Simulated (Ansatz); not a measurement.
# NaI: band gap under strain

How does strain move the band edges of the published phase of NaI, and do the functionals agree on it? States: -2.8 % biaxial strain in x and y, free along z; +5.7 % strain along z alone.

The runs shown are made with Ansatz 0.2.0. PAW datasets, plane waves. Computed at 0 K without zero-point motion; spin polarisation is off.

**1. The structure to begin with**

The unstrained cell was relaxed with r2SCAN; in each strained cell the atoms were relaxed again with r2SCAN. Names of k-points are those of the unstrained zone, where strain can split equivalent points. First state: -2.8 % biaxial strain in x and y, free along z.

The symmetry is I4/mmm (No. 139, tetragonal); conventional cell a = 4.440 Å, c = 6.549 Å, 32.28 Å³ an atom. Na has 6 I at 3.14–3.27 Å; I has 6 Na at 3.14–3.27 Å.

As a file:

```cif
data_structure
_symmetry_space_group_name_H-M 'I4/mmm'
_symmetry_Int_Tables_number 139
_cell_length_a 4.4404
_cell_length_b 4.4404
_cell_length_c 6.5490
_cell_angle_alpha 90.000
_cell_angle_beta 90.000
_cell_angle_gamma 90.000
_cell_volume 129.13
loop_
_atom_site_label
_atom_site_type_symbol
_atom_site_symmetry_multiplicity
_atom_site_Wyckoff_symbol
_atom_site_fract_x
_atom_site_fract_y
_atom_site_fract_z
_atom_site_occupancy
Na1 Na 2 a 0.00000 0.00000 0.00000 1
I1 I 2 b 0.50000 0.50000 0.00000 1
```

**2. -2.8 % biaxial strain in x and y, free along z: PBE**

input.yaml

```yaml
crystal:
  lattice:
    - [0.0, 3.1398446171, 3.2745201165]
    - [3.1398446171, 0.0, 3.2745201165]
    - [3.1398446171, 3.1398446171, 0.0]
  atoms:
    - { symbol: Na, position: [0.0, 0.0, 0.0] }
    - { symbol: I, position: [0.5, 0.5, 0.5] }
kpoints:
  mp_grid: { grid: [8, 8, 8] }
  band_path:
    path:
      - [0.0, 0.0, 0.0]
      - [0.5, 0.0, 0.5]
      - [0.625, 0.25, 0.625]
      - [0.375, 0.375, 0.75]
      - [0.5, 0.5, 0.5]
      - [0.5, 0.25, 0.75]
    npoints: 1
hamiltonian:
  xc: pbe
scf:
  occupations: { method: fermi_dirac, width: 0.02 }
  n_extra_bands: 4
output:
  forces: true
  stress: true
  eigenvalues: true
```

Run with:

```sh
$ ansatz run input.yaml --threads 4 --pin off --max-ram 5529MiB --backend cpu --events-out ev --progress --plain --runs-dir out
```

The runs that follow: -2.8 % biaxial strain in x and y, free along z: r2SCAN; -2.8 % biaxial strain in x and y, free along z: HSE06; +5.7 % strain along z alone: PBE; +5.7 % strain along z alone: r2SCAN; +5.7 % strain along z alone: HSE06.

Before running it: what results should come out?

The runs gave:

Least gap in eV (negative: overlap):

```
                                         state   PBE  r2SCAN  HSE06
-2.8 % biaxial strain in x and y, free along z  3.76    4.56   4.80
                   +5.7 % strain along z alone  3.49    4.26   4.51
```

In words: Where both were run, the HSE06 gap lies +1.02 to +1.04 eV from PBE's, each on its own k points. In PBE the gap is least under +5.7 % strain along z alone (3.49 eV) and largest under -2.8 % biaxial strain in x and y, free along z (3.76 eV). Spin-orbit coupling is left out of the table, though the cell holds I (Z = 53); in an element this heavy it can shift bands and gaps by tenths of an eV.
